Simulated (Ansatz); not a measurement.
# Ca (Immm) in Ansatz: further runs

Aim: see how the results for Ca move with the level of theory and the settings. Levels: RPBE, PBE. Tasks: single point.

Everything below comes from runs of Ansatz 0.2.0. Logs are shortened: lines on timing, memory, paths and dates and some standing lists are left out, and cuts for length are marked.

## Step 1: Starting point

Symmetry: Immm, No. 71, orthorhombic system. Conventional cell: a = 4.193 Å, b = 4.203 Å, c = 4.891 Å, α = 90.00°, β = 90.00°, γ = 90.00°. Around Ca (site symmetry mmm) lie 12 Ca at 3.85 to 4.20 Å.

This isn't the form of Ca at room conditions, which is fcc.

## Step 2: Single point, RPBE

input.yaml

```yaml
crystal:
  lattice:
    - [-2.09648746, 2.10173181, 2.44535246]
    - [2.09648746, -2.10173181, 2.44535246]
    - [2.09648746, 2.10173181, -2.44535246]
  atoms:
    - { symbol: Ca, position: [0.5, 0.5, 0.0] }
kpoints:
  mp_grid: { grid: [9, 9, 9] }
scf:
  occupations: { method: gaussian, width: 0.1 }
hamiltonian:
  xc: rpbe
  pseudopotentials: { kind: all_electron, lapw: { basis_error: 0.001 } }
output:
  forces: true
  stress: true
  eigenvalues: true
```

Potentials or basis: all-electron LAPW, scalar-relativistic.

Started as:

```sh
> ansatz run input.yaml --threads 1 --pin off --max-ram 3072MiB --backend cpu --events-out ev --progress --plain --runs-dir out
```

What it wrote:

```text
Warning: RAYON_NUM_THREADS=1 ignored (pool sized by the plan → 1); use --threads N
LAPW: plane waves up to 4.719 Å⁻¹, error target 1.0e-3 eV per atom; small_component_spin mean_spin; Ca in spheres of 1.923 Å, 10 of its electrons in bands, Dirac shells [] (how accurate: hamiltonian.pseudopotentials.lapw.basis_error, Limitations)
Engine: ansatz 0.2.0, aarch64-unknown-linux-gnu
Pseudopotentials: kind: all_electron
Pseudopotential: Ca, LAPW, valence charge 10, lapw/all_electron/scalar/gaussian/Ca, Koelling and Harmon's equation, gaussian nucleus
Functional definition: RPBE
  parameter kappa = 0.804
  parameter beta = 0.06672455060314922
  exchange = rpbe_x(kappa = kappa, mu = beta*pi^2/3)
  correlation = pbe_c(beta = beta)
Crystal: 1 atoms, lattice volume = 43.099 Å³
Basis set: ecut = 84.84270467220153 eV, 71 PW (Γ), exchange–correlation at level 2
Bands: 9, of which v1, the nominal top of the filled ones, is band 5 counted from 1 (4 counted from 0)
Symmetry: 8 space group operations
Space group: Immm (ITA 71), of the structure as read, at distance tolerance 3.5e-5 Å
k-points: 125 of 729
Non-local potential: Ca, projectors of the file, none
Initial density: superposition of atomic densities (chi_scale 0.1, normalization cell)
Initial wavefunctions: plane waves of lowest kinetic energy (no species holds an atomic orbital)
Functional: x = rpbe, c = pbe(β = 0.06672455060314922)
iter 1 solved again at ethr=1.02e-4 eV; its pass at ethr=1.00e-1 eV (dr2=1.02e-2 eV) is discarded
SCF iter   1: F=—  HF=-18518.808762 eV  |F-HF|=—  |Δ(HF+E_count)|=         —  Δρ=3.67e-3  dr2=1.00e-2  ethr=1.02e-4  ⟨swp⟩=3.2  Hψ=8915  notcnv=0
preconditioner: auto → Kerker (q_TF=auto, 2.139 Å⁻¹)  [metal: Δε(μ)=0.010 eV  Ē_g=3.461 eV  σ=0.100 eV  W_gap=0.05  n_scr=12 (ndim 8)  ℏωp=8.0 eV  f_vac=0.000  D(μ)=1.78/eV (n_scr^D=14)]
SCF iter   2: F=—  HF=-18518.813426 eV  |F-HF|=—  |Δ(HF+E_count)|=   4.66e-3  Δρ=2.94e-3  dr2=6.75e-3  ethr=1.00e-4  ⟨swp⟩=2.0  Hψ=3528  notcnv=0
SCF iter   3: F=—  HF=-18518.817239 eV  |F-HF|=—  |Δ(HF+E_count)|=   3.81e-3  Δρ=1.53e-3  dr2=2.04e-3  ethr=6.75e-5  ⟨swp⟩=2.0  Hψ=3522  notcnv=0
iter 4 solved again at ethr=1.66e-6 eV; its pass at ethr=2.04e-5 eV (dr2=1.66e-4 eV) is discarded
SCF iter   4: F=—  HF=-18518.817646 eV  |F-HF|=—  |Δ(HF+E_count)|=   4.07e-4  Δρ=4.16e-4  dr2=1.66e-4  ethr=1.66e-6  ⟨swp⟩=2.0  Hψ=5794  notcnv=0
SCF iter   5: F=—  HF=-18518.817676 eV  |F-HF|=—  |Δ(HF+E_count)|=   3.00e-5  Δρ=8.31e-5  dr2=5.06e-6  ethr=1.66e-6  ⟨swp⟩=2.0  Hψ=3522  notcnv=0
SCF iter   6: F=—  HF=-18518.817676 eV  |F-HF|=—  |Δ(HF+E_count)|=   8.88e-8  Δρ=3.23e-5  dr2=6.61e-7  ethr=5.06e-8  ⟨swp⟩=2.0  Hψ=3522  notcnv=0
SCF iter   7: F=-18518.817676 eV  HF=-18518.817676 eV  |F-HF|=4.35e-9  |Δ(HF+E_count)|=   7.52e-8  Δρ=4.19e-6  dr2=1.01e-8  ethr=6.61e-9  ⟨swp⟩=2.0  Hψ=3522  notcnv=0
SCF 1 converged in 7 iterations: F = -18518.817676 eV  dr2 = 1.01e-8
SCF converged after 7 iterations
Free energy (F): -18518.817676 eV
Harris-Foulkes:  -18518.817676 eV  (|F-HF|=4.35e-9)
Internal energy: -18518.808851 eV  (E = F + TS)
E sigma→0 (E₀):  -18518.813263 eV
Entropy (-TS):   -0.008825 eV (-8.825 meV/atom)
Fermi energy:    5.219278 eV
--- Per-component energies (eV) ---
  E_band       = -173.879361
  E_kinetic    = 18663.632263
  E_xc         = -987.585304
  E_electrostatic = -36194.855810  (all electrons and nuclei)
  E_smearing   = -0.008825  (= −TS)
  E_closure    = 0.000000  (closes the sum)
  E_atoms      = -18517.103398  (free atoms, spherical and without spin; not in F)
  Σ components = -18518.817676   (vs F -18518.817676, Δ=0.00e0)
  Basis errors (estimates in eV, not in F): energy 3.3e-4 per atom: plane waves 3.2e-4 (1.7e-4 summed), levels above the bands 0.0e0, relativity 5.5e-9, radial functions 1.0e-5, core shells 1.4e-10; eigenvalues (radial functions only) 1.6e-6; not estimated: angular momenta, meshes, grids; target (lapw.basis_error) 1.0e-3; muffin-tin radii Ca 1.923 Å
--- Forces (eV/Å), atoms counted from 1 ---
  atom   1  Ca     0.00000000     0.00000000     0.00000000
  max |Σ_I F_I| component: 3.08e-33 eV/Å
--- Stress (GPa, compression-positive) ---
        0.412255       0.000000       0.000000
        0.000000       0.388603       0.000000
        0.000000       0.000000       0.653094
  P = ⅓ Tr σ = 0.4847 GPa (4.847 kbar)
--- Band table (eV; the first three rows and the last of 125) ---
  k-point 0: bands = ["-37.0256", "-17.8847", "-17.8842", "-17.8730", "1.2152", "7.4123", "7.4255", "8.0035", "8.1152"]
  k-point 1: bands = ["-37.0239", "-17.8990", "-17.8861", "-17.8789", "1.4559", "7.2265", "7.5767", "7.8488", "8.1707"]
  k-point 2: bands = ["-37.0198", "-17.9353", "-17.8938", "-17.8901", "2.1471", "6.8012", "7.2612", "8.0348", "8.3538"]
  k-point 124: bands = ["-37.0045", "-17.9819", "-17.9604", "-17.9561", "5.1780", "5.4989", "7.4296", "8.8082", "9.3353"]
```

It took 4.5 s on 1 thread of Arm Neoverse V1, shared host; peak memory 0.22 GiB.

Results:

| Quantity | Value |
| --- | --- |
| Free energy | -18518.8177 eV |
| Pressure | 0.5 GPa |
| Band gap on the k mesh | none (metal or under the smearing width) |

Stress tensor (GPa, compression positive):
```
0.41 0.00 0.00
0.00 0.39 0.00
0.00 0.00 0.65
```

Levels at points of the mesh, in eV from the Fermi level:
```
           k point  band 1  band 2  band 3  band 4  band 5  band 6  band 7  band 8  band 9
(0.00, 0.00, 0.00)  -42.24  -23.10  -23.10  -23.09   -4.00    2.19    2.21    2.78    2.90
```

## Step 3: Single point, PBE

Edit input.yaml of step 2 so:

```diff
@@ -10,5 +10,5 @@
 scf:
-  occupations: { method: gaussian, width: 0.1 }
+  occupations: { method: gaussian, width: 0.02 }
 hamiltonian:
-  xc: rpbe
+  xc: pbe
   pseudopotentials: { kind: all_electron, lapw: { basis_error: 0.001 } }
```

Potentials or basis: all-electron LAPW, scalar-relativistic.

Started as:

```sh
> ansatz run input.yaml --threads 1 --pin off --max-ram 3072MiB --backend cpu --events-out ev --progress --plain --runs-dir out
```

Wall time 4.5 s (1 thread of Arm Neoverse V1, shared host); peak memory 0.22 GiB.

It converged, with:

```yaml
Free_energy: -18514.4536 eV
Pressure: -0.4 GPa
Band_gap_on_the_k_mesh: none (metal or under the smearing width)
```

Stress tensor (GPa, compression positive):
```
-0.50  0.00  0.00
 0.00 -0.47  0.00
 0.00  0.00 -0.27
```

Levels at points of the mesh, in eV from the Fermi level:
```csv
k point,band 1,band 2,band 3,band 4,band 5,band 6,band 7,band 8,band 9
"(0.00, 0.00, 0.00)",-42.11,-23.03,-23.02,-23.01,-4.01,2.15,2.16,2.74,2.86
```
